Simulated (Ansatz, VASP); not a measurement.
# One calculation of Pd, two programs

INCAR

```
SYSTEM = Pd
ALGO = Normal
EDIFF = 1E-7
ENCUT = 520
GGA = CA
ISIF = 2
ISMEAR = 0
LASPH = .True.
LCHARG = .False.
LREAL = .False.
LWAVE = .False.
NBANDS = 11
NELM = 100
PREC = Accurate
SIGMA = 0.3
```

The input KPOINTS:

```
k-points
0
Gamma
  14 14 14
  0 0 0
```

File POSCAR:

```
Pd
1.0
    0.0000000000      1.9211411165      1.9211411165
    1.9211411165      0.0000000000      1.9211411165
    1.9211411165      1.9211411165      0.0000000000
Pd
1
Direct
    0.0000000000      0.0000000000      0.0000000000
```

Input for Ansatz:

```yaml
crystal:
  lattice:
    - [0.0, 1.9211411165, 1.9211411165]
    - [1.9211411165, 0.0, 1.9211411165]
    - [1.9211411165, 1.9211411165, 0.0]
  atoms:
    - { symbol: Pd, position: [0.0, 0.0, 0.0] }
hamiltonian:
  xc: lda
  pseudopotentials:
    kind: paw
    azcp:
      Pd: "pseudopotentials/Pd.paw.azcp"
basis:
  ecutwfc: 420
  fft_grid_basis: typed
kpoints:
  mp_grid: { grid: [14, 14, 14], shift: [0, 0, 0] }
magnetization:
  spin_polarized: false
scf:
  occupations: { method: gaussian, width: 0.3 }
  lower_state_search: "off"
output:
  stress: true
  write_density: true
  write_potential: true
  elf: true
  volumetric_format: npy
```

Alike in both runs: task single point; functional LDA; k mesh 14 × 14 × 14; occupations gaussian, width 0.3 eV; no spin polarisation.

|  | VASP | Ansatz |
| --- | --- | --- |
| version | VASP 6.6.1 | Ansatz 0.2.0 |
| potentials or method | VASP PAW LDA potentials, release 64 (Pd) | plane waves (420 eV) with PAW, scalar-relativistic |
| plane-wave cutoff (eV) | 520 | 420 |
| valence electrons in the cell | 10 | 18 |

```tsv
	VASP	Ansatz	Ansatz less VASP
pressure (GPa)	0.4	0.1	-0.27
```

The two sets of potentials don't hold the same shells in valence. Ansatz warned: «pseudo_functional_mismatch».
